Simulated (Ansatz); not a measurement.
MoS2 in Ansatz: the effect of functional

The system is MoS2.

```xyz
6
Lattice="3.1690 0.0000 0.0000 -1.5845 2.7444 0.0000 0.0000 0.0000 12.3240" Properties=species:S:1:pos:R:3 pbc="T T T"
Mo    1.5845    0.9148    9.2430
Mo    0.0000    1.8296    3.0810
S     1.5845    0.9148    4.6461
S     0.0000    1.8296   10.8081
S     1.5845    0.9148    1.5159
S     0.0000    1.8296    7.6779
```

Alike in all runs:

| Property | Result |
| --- | --- |
| Program | Ansatz 0.2.0 |
| Task | band structure |
| Potentials or basis | Ansatz PAW |
| k mesh | 10 × 10 × 3 |
| Occupations | fermi-dirac, width 0.05 eV |
| Spin | no spin polarisation |

Q: One run gave: gap on the mesh 0.88 eV; pressure -3.0 GPa. Which functional did it use?
A. PBE
B. LDA
C. PBEsol
D. BLYP
E. r2SCAN

A: C.

| functional | cutoff | gap on the mesh (eV) | pressure (GPa) |
| --- | --- | --- | --- |
| LDA | 420 eV (not typed: the program's choice for these potentials) | 0.85 | -5.7 |
| PBE | 420 eV (not typed: the program's choice for these potentials) | 0.93 | 2.0 |
| PBEsol | 420 eV (not typed: the program's choice for these potentials) | 0.88 | -3.0 |
| RPBE | 420 eV (not typed: the program's choice for these potentials) | 0.97 | 4.7 |
| revPBE | 420 eV (not typed: the program's choice for these potentials) | 0.96 | 3.9 |
| BLYP | 420 eV (not typed: the program's choice for these potentials) | 0.94 | 9.4 |
| r2SCAN | 500 eV (not typed: the program's choice for these potentials) | 1.03 | 0.8 |

Caveats: the PAW data sets come from PBE, with cores solved anew for the run's functional, which leaves a small shift of forces and pressure (some runs); this functional lacks dispersion, which binds the layers, so the pressure and a relaxed spacing across them are unreliable (some runs).

A k mesh can miss the band edges.
